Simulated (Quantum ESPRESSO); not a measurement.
# Nb (Im-3m) in Quantum ESPRESSO: further runs

One crystal, Nb, is run at these levels: PBEsol; tasks: single point, equation of state.

All numbers are computed with Quantum ESPRESSO 7.5; they aren't measurements. Logs are shortened: lines on timing, memory, paths and dates and some standing lists are left out, and cuts for length are marked.

**Experimental background.**

“Pressure effects on the electronic structure and superconductivity of (TaNb)0.67(HfZrTi)0.33 high entropy alloy”, 2019, arxiv:1910.08312 quotes, for a bulk crystal of Nb: bulk modulus 169 GPa.

The runs below are set against these values where they give the same quantity.

**1. The structure**

The structure is cubic, space group Im-3m (No. 229). Conventional cell: a = 3.328 Å, b = 3.328 Å, c = 3.328 Å, α = 90.00°, β = 90.00°, γ = 90.00°. Nb (site symmetry m-3m) has 8 Nb at 2.88 Å as nearest neighbours.

**2. Single point, PBEsol, 17.32 Å³/atom**

File pw.in:

```
&CONTROL
  calculation = 'scf'
  prefix = 'pwscf'
  outdir = './tmp'
  pseudo_dir = './pseudo'
  tprnfor = .true.
  tstress = .true.
  disk_io = 'nowf'
/
&SYSTEM
  ibrav = 0
  nat = 1
  ntyp = 1
  ecutwfc = 82
  nbnd = 12
  occupations = 'smearing'
  smearing = 'fd'
  degauss = 0.00367493
/
&ELECTRONS
  conv_thr = 2d-10
  electron_maxstep = 120
  mixing_beta = 0.5
/
ATOMIC_SPECIES
Nb    92.9064 Nb.upf
CELL_PARAMETERS angstrom
  -1.6299823056    1.6299823056    1.6299823056
   1.6299823056   -1.6299823056    1.6299823056
   1.6299823056    1.6299823056   -1.6299823056
ATOMIC_POSITIONS crystal
Nb     0.0000000000    0.0000000000    0.0000000000
K_POINTS automatic
11 11 11 0 0 0
```

Potentials or basis: PseudoDojo 0.4.1 SR PBEsol standard.

The run is started by

```sh
$ OMP_NUM_THREADS=1 pw.x -in pw.in > pw.out
```

pw.out:

```text
This program is part of the open-source Quantum ESPRESSO suite
     for quantum simulation of materials; please cite
         "P. Giannozzi et al., J. Phys.:Condens. Matter 21 395502 (2009);
         "P. Giannozzi et al., J. Phys.:Condens. Matter 29 465901 (2017);
         "P. Giannozzi et al., J. Chem. Phys. 152 154105 (2020);
     in publications or presentations arising from this work. More details at

     Message from routine setup:
     using ibrav=0 with symmetry is DISCOURAGED, use correct ibrav instead

     G-vector sticks info
     --------------------
     sticks:   dense  smooth     PW     G-vecs:    dense   smooth      PW
     Sum         709     709    219                11849    11849    2093

     Using Slab Decomposition

     bravais-lattice index     =            0
     lattice parameter (alat)  =       5.3351  a.u.
     unit-cell volume          =     116.8975 (a.u.)^3
     number of atoms/cell      =            1
     number of atomic types    =            1
     number of electrons       =        13.00
     number of Kohn-Sham states=           12
     kinetic-energy cutoff     =      82.0000  Ry
     charge density cutoff     =     328.0000  Ry
     scf convergence threshold =      2.0E-10
     mixing beta               =       0.5000
     number of iterations used =            8  plain     mixing
     Exchange-correlation= PBESOL
                           (   1   4  10   8   0   0   0)

     celldm(1)=   5.335098  celldm(2)=   0.000000  celldm(3)=   0.000000
     celldm(4)=   0.000000  celldm(5)=   0.000000  celldm(6)=   0.000000

     crystal axes: (cart. coord. in units of alat)
               a(1) = (  -0.577350   0.577350   0.577350 )
               a(2) = (   0.577350  -0.577350   0.577350 )
               a(3) = (   0.577350   0.577350  -0.577350 )

     reciprocal axes: (cart. coord. in units 2 pi/alat)
               b(1) = ( -0.000000  0.866025  0.866025 )
               b(2) = (  0.866025 -0.000000  0.866025 )
               b(3) = (  0.866025  0.866025  0.000000 )

     PseudoPot. # 1 for Nb read from file:
     Nb.upf
     Pseudo is Norm-conserving + core correction, Zval = 13.0
     Generated using ONCVPSP code by D. R. Hamann
     Using radial grid of 1660 points,  6 beta functions with:
                l(1) =   0
                l(2) =   0
                l(3) =   1
                l(4) =   1
                l(5) =   2
                l(6) =   2

     atomic species   valence    mass     pseudopotential
     Nb               13.00    92.90640     Nb( 1.00)

     48 Sym. Ops., with inversion, found

   Cartesian axes

     site n.     atom                  positions (alat units)
         1        Nb     tau(   1) = (   0.0000000   0.0000000   0.0000000  )

     number of k points=    56  Fermi-Dirac smearing, width (Ry)=  0.0037
                       cart. coord. in units 2pi/alat
        k(    1) = (   0.0000000   0.0000000   0.0000000), wk =   0.0015026
        k(    2) = (   0.0787296   0.0787296   0.0000000), wk =   0.0180316
        k(    3) = (   0.1574592   0.1574592   0.0000000), wk =   0.0180316
        k(    4) = (   0.2361887   0.2361887   0.0000000), wk =   0.0180316
        k(    5) = (   0.3149183   0.3149183   0.0000000), wk =   0.0180316
        k(    6) = (   0.3936479   0.3936479   0.0000000), wk =   0.0180316
[... 48 lines left out ...]
        k(   55) = (  -0.7872958  -0.0787296  -0.0787296), wk =   0.0120210
        k(   56) = (  -0.0000000  -0.0000000   0.7872958), wk =   0.0090158

     Dense  grid:    11849 G-vectors     FFT dimensions: (  32,  32,  32)

     Initial potential from superposition of free atoms

     starting charge      12.9979, renormalised to      13.0000
     Starting wfcs are   10 randomized atomic wfcs +    2 random wfcs

     Self-consistent Calculation

     iteration #  1     ecut=    82.00 Ry     beta= 0.50
     Davidson diagonalization with overlap
     ethr =  1.00E-02,  avg # of iterations =  3.8

     Threshold (ethr) on eigenvalues was too large:
     Diagonalizing with lowered threshold

     Davidson diagonalization with overlap
     ethr =  6.52E-04,  avg # of iterations =  1.0

     total energy              =    -124.49216179 Ry
     estimated scf accuracy    <       0.08669596 Ry

     iteration #  2     ecut=    82.00 Ry     beta= 0.50
     Davidson diagonalization with overlap
     ethr =  6.67E-04,  avg # of iterations =  2.0

     total energy              =    -124.50261330 Ry
     estimated scf accuracy    <       0.00356277 Ry

     iteration #  3     ecut=    82.00 Ry     beta= 0.50
     Davidson diagonalization with overlap
     ethr =  2.74E-05,  avg # of iterations =  2.5

     total energy              =    -124.50288060 Ry
     estimated scf accuracy    <       0.00040226 Ry

     iteration #  4     ecut=    82.00 Ry     beta= 0.50
     Davidson diagonalization with overlap
     ethr =  3.09E-06,  avg # of iterations =  2.0

     total energy              =    -124.50289613 Ry
     estimated scf accuracy    <       0.00000631 Ry

     iteration #  5     ecut=    82.00 Ry     beta= 0.50
     Davidson diagonalization with overlap
     ethr =  4.85E-08,  avg # of iterations =  2.0

     total energy              =    -124.50289801 Ry
     estimated scf accuracy    <       0.00000021 Ry

     iteration #  6     ecut=    82.00 Ry     beta= 0.50
     Davidson diagonalization with overlap
     ethr =  1.59E-09,  avg # of iterations =  1.6

     total energy              =    -124.50289803 Ry
     estimated scf accuracy    <          3.1E-09 Ry

     iteration #  7     ecut=    82.00 Ry     beta= 0.50
     Davidson diagonalization with overlap
     ethr =  2.40E-11,  avg # of iterations =  2.2

     total energy              =    -124.50289803 Ry
     estimated scf accuracy    <          2.0E-10 Ry

     iteration #  8     ecut=    82.00 Ry     beta= 0.50
     Davidson diagonalization with overlap
     ethr =  1.54E-12,  avg # of iterations =  1.7

     End of self-consistent calculation

          k = 0.0000 0.0000 0.0000 (  1481 PWs)   bands (ev):

   -35.5391 -10.7815 -10.7815 -10.7815  12.6679  19.0230  19.0230  19.0230
    22.0610  22.0610  33.0707  33.0707

          k = 0.0787 0.0787 0.0000 (  1471 PWs)   bands (ev):

   -35.5166 -10.9142 -10.8215 -10.7827  13.0199  18.8049  18.9623  19.3675
    21.7487  22.0630  33.3552  33.8683

          k = 0.1575 0.1575 0.0000 (  1477 PWs)   bands (ev):

   -35.4557 -11.2602 -10.9273 -10.7861  13.9255  18.2750  18.6918  20.3658
    21.4234  22.1116  33.7344  35.2406

          k = 0.2362 0.2362 0.0000 (  1465 PWs)   bands (ev):

   -35.3750 -11.6941 -11.0628 -10.7907  14.8131  17.6727  18.6260  21.6136
    21.9015  22.2771  33.0046  34.8247

          k = 0.3149 0.3149 0.0000 (  1462 PWs)   bands (ev):

   -35.2996 -12.0760 -11.1844 -10.7951  14.9699  17.1857  19.5990  22.0124
    22.5549  23.7158  31.5780  33.0115

          k = 0.3936 0.3936 0.0000 (  1462 PWs)   bands (ev):

   -35.2543 -12.2963 -11.2554 -10.7977  14.8031  16.9198  20.8987  22.1576
    22.7998  25.1785  30.6016  31.5924
[... 231 lines left out ...]
          k =-0.0000-0.0000 0.6298 (  1449 PWs)   bands (ev):

   -35.1202 -11.8252 -11.6463 -11.6463  15.5475  15.8677  21.6350  21.6350
    23.2523  25.3977  32.7014  32.7014

          k =-0.0000-0.0787 0.7086 (  1457 PWs)   bands (ev):

   -35.0866 -11.9033 -11.7271 -11.6665  15.1951  15.4150  22.0539  22.2916
    24.4351  27.1422  30.2085  30.8566

          k =-0.7873-0.0787-0.0787 (  1464 PWs)   bands (ev):

   -35.0706 -11.8498 -11.8498 -11.6788  15.0757  15.0757  22.1813  24.0004
    24.0004  28.8560  28.8560  29.2988

          k =-0.0000-0.0000 0.7873 (  1464 PWs)   bands (ev):

   -35.0552 -11.8344 -11.8096 -11.8096  14.7944  14.8581  23.9313  23.9313
    24.4121  27.6405  28.9284  28.9284

     the Fermi energy is    18.6325 ev

!    total energy              =    -124.50289803 Ry
     estimated scf accuracy    <          1.6E-11 Ry
     smearing contrib. (-TS)   =      -0.00115356 Ry
     internal energy E=F+TS    =    -124.50174447 Ry

     The total energy is F=E-TS. E is the sum of the following terms:
     one-electron contribution =     -13.03431547 Ry
     hartree contribution      =      14.39325480 Ry
     xc contribution           =     -26.02521362 Ry
     ewald contribution        =     -99.83547018 Ry

     convergence has been achieved in   8 iterations

     Forces acting on atoms (cartesian axes, Ry/au):

     atom    1 type  1   force =     0.00000000    0.00000000    0.00000000

     Total force =     0.000000     Total SCF correction =     0.000000

     Computing stress (Cartesian axis) and pressure

          total   stress  (Ry/bohr**3)                   (kbar)     P=       30.64
   0.00020828   0.00000000   0.00000000           30.64        0.00        0.00
   0.00000000   0.00020828   0.00000000            0.00       30.64        0.00
   0.00000000   0.00000000   0.00020828            0.00        0.00       30.64

=------------------------------------------------------------------------------=
   JOB DONE.
=------------------------------------------------------------------------------=
```

Run time: 9.8 s. Hardware: 1 thread of Intel Xeon Platinum 8488C (Sapphire Rapids), shared host; peak memory 0.05 GiB.

What came out:

```yaml
Free_energy: -1693.9482 eV
Pressure: 3.1 GPa
Band_gap_on_the_k_mesh: none (metal or under the smearing width)
```

**3. Single point, PBEsol, 17.69 Å³/atom**

Edit pw.in of step 2 so:

```diff
@@ -27,5 +27,5 @@
 CELL_PARAMETERS angstrom
-  -1.6299823056    1.6299823056    1.6299823056
-   1.6299823056   -1.6299823056    1.6299823056
-   1.6299823056    1.6299823056   -1.6299823056
+  -1.6414614324    1.6414614324    1.6414614324
+   1.6414614324   -1.6414614324    1.6414614324
+   1.6414614324    1.6414614324   -1.6414614324
 ATOMIC_POSITIONS crystal
```

Potentials or basis: PseudoDojo 0.4.1 SR PBEsol standard.

The run is started by

```sh
$ OMP_NUM_THREADS=1 pw.x -in pw.in > pw.out
```

It took 11 s on 1 thread of Intel Xeon Platinum 8488C (Sapphire Rapids), shared host; peak memory 0.05 GiB.

It converged, with:

- Free energy: -1693.9509 eV
- Pressure: -0.8 GPa
- Band gap on the k mesh: none (metal or under the smearing width)

**4. Single point, PBEsol, 18.06 Å³/atom**

Edit pw.in of step 3 so:

```diff
@@ -27,5 +27,5 @@
 CELL_PARAMETERS angstrom
-  -1.6414614324    1.6414614324    1.6414614324
-   1.6414614324   -1.6414614324    1.6414614324
-   1.6414614324    1.6414614324   -1.6414614324
+  -1.6527822138    1.6527822138    1.6527822138
+   1.6527822138   -1.6527822138    1.6527822138
+   1.6527822138    1.6527822138   -1.6527822138
 ATOMIC_POSITIONS crystal
```

The run is started by

```sh
$ OMP_NUM_THREADS=1 pw.x -in pw.in > pw.out
```

It took 7.5 s on 1 thread of Intel Xeon Platinum 8488C (Sapphire Rapids), shared host; peak memory 0.05 GiB.

It converged, with:

| Item | Value |
| --- | --- |
| Free energy | -1693.9451 eV |
| Pressure | -4.3 GPa |
| Band gap on the k mesh | none (metal or under the smearing width) |

**5. Single point, PBEsol, 18.43 Å³/atom**

Edit pw.in of step 4 so:

```diff
@@ -27,5 +27,5 @@
 CELL_PARAMETERS angstrom
-  -1.6527822138    1.6527822138    1.6527822138
-   1.6527822138   -1.6527822138    1.6527822138
-   1.6527822138    1.6527822138   -1.6527822138
+  -1.6639500000    1.6639500000    1.6639500000
+   1.6639500000   -1.6639500000    1.6639500000
+   1.6639500000    1.6639500000   -1.6639500000
 ATOMIC_POSITIONS crystal
```

The run is started by

```sh
$ OMP_NUM_THREADS=1 pw.x -in pw.in > pw.out
```

Run time: 8.5 s. Hardware: 1 thread of Intel Xeon Platinum 8488C (Sapphire Rapids), shared host; peak memory 0.05 GiB.

The run converged. Its results:

* Free energy: -1693.9314 eV
* Pressure: -7.6 GPa
* Band gap on the k mesh: none (metal or under the smearing width)

**6. Single point, PBEsol, 18.80 Å³/atom**

Edit pw.in of step 5 so:

```diff
@@ -27,5 +27,5 @@
 CELL_PARAMETERS angstrom
-  -1.6639500000    1.6639500000    1.6639500000
-   1.6639500000   -1.6639500000    1.6639500000
-   1.6639500000    1.6639500000   -1.6639500000
+  -1.6749698576    1.6749698576    1.6749698576
+   1.6749698576   -1.6749698576    1.6749698576
+   1.6749698576    1.6749698576   -1.6749698576
 ATOMIC_POSITIONS crystal
```

Potentials or basis: PseudoDojo 0.4.1 SR PBEsol standard.

The run is started by

```sh
$ OMP_NUM_THREADS=1 pw.x -in pw.in > pw.out
```

Wall time 8.9 s (1 thread of Intel Xeon Platinum 8488C (Sapphire Rapids), shared host); peak memory 0.06 GiB.

The run converged. Its results:

| Quantity | Value |
| --- | --- |
| Free energy | -1693.9105 eV |
| Pressure | -10.6 GPa |
| Band gap on the k mesh | none (metal or under the smearing width) |

**7. Single point, PBEsol, 19.17 Å³/atom**

Edit pw.in of step 6 so:

```diff
@@ -27,5 +27,5 @@
 CELL_PARAMETERS angstrom
-  -1.6749698576    1.6749698576    1.6749698576
-   1.6749698576   -1.6749698576    1.6749698576
-   1.6749698576    1.6749698576   -1.6749698576
+  -1.6858465900    1.6858465900    1.6858465900
+   1.6858465900   -1.6858465900    1.6858465900
+   1.6858465900    1.6858465900   -1.6858465900
 ATOMIC_POSITIONS crystal
```

The run is started by

```sh
$ OMP_NUM_THREADS=1 pw.x -in pw.in > pw.out
```

Wall time 7.8 s (1 thread of Intel Xeon Platinum 8488C (Sapphire Rapids), shared host); peak memory 0.05 GiB.

It converged, with:

```yaml
Free_energy: -1693.8831 eV
Pressure: -13.3 GPa
Band_gap_on_the_k_mesh: none (metal or under the smearing width)
```

**8. Single point, PBEsol, 19.53 Å³/atom**

Edit pw.in of step 7 so:

```diff
@@ -27,5 +27,5 @@
 CELL_PARAMETERS angstrom
-  -1.6858465900    1.6858465900    1.6858465900
-   1.6858465900   -1.6858465900    1.6858465900
-   1.6858465900    1.6858465900   -1.6858465900
+  -1.6965847559    1.6965847559    1.6965847559
+   1.6965847559   -1.6965847559    1.6965847559
+   1.6965847559    1.6965847559   -1.6965847559
 ATOMIC_POSITIONS crystal
```

The run is started by

```sh
$ OMP_NUM_THREADS=1 pw.x -in pw.in > pw.out
```

Wall time 10 s (1 thread of Intel Xeon Platinum 8488C (Sapphire Rapids), shared host); peak memory 0.06 GiB.

Results (log left out):

* Free energy: -1693.8498 eV
* Pressure: -15.7 GPa
* Band gap on the k mesh: none (metal or under the smearing width)

**9. Equation of state, PBEsol**

Potentials or basis: PseudoDojo 0.4.1 SR PBEsol standard.

No new run: the results of the series are fitted here.

Results:

```
Equilibrium volume                      : 17.62 Å³/atom
Bulk modulus                            : 181 GPa
Pressure derivative of the bulk modulus : 3.3
```

Energy against volume, from the lowest point:
```csv
volume (Å³/atom),energy (meV/atom)
17.322,2.67
17.691,0.00
18.060,5.84
18.428,19.52
18.797,40.37
19.165,67.77
19.534,101.10
```

**10. How close it comes**

Step 9. A measured bulk modulus of Nb is 169 GPa (quoted in “Pressure effects on the electronic structure and superconductivity of (TaNb)0.67(HfZrTi)0.33 high entropy alloy”, 2019, arxiv:1910.08312); the calculated 181 GPa misses it by +7.1 %. The fit is for a static lattice scaled at fixed shape and fixed fractional positions.
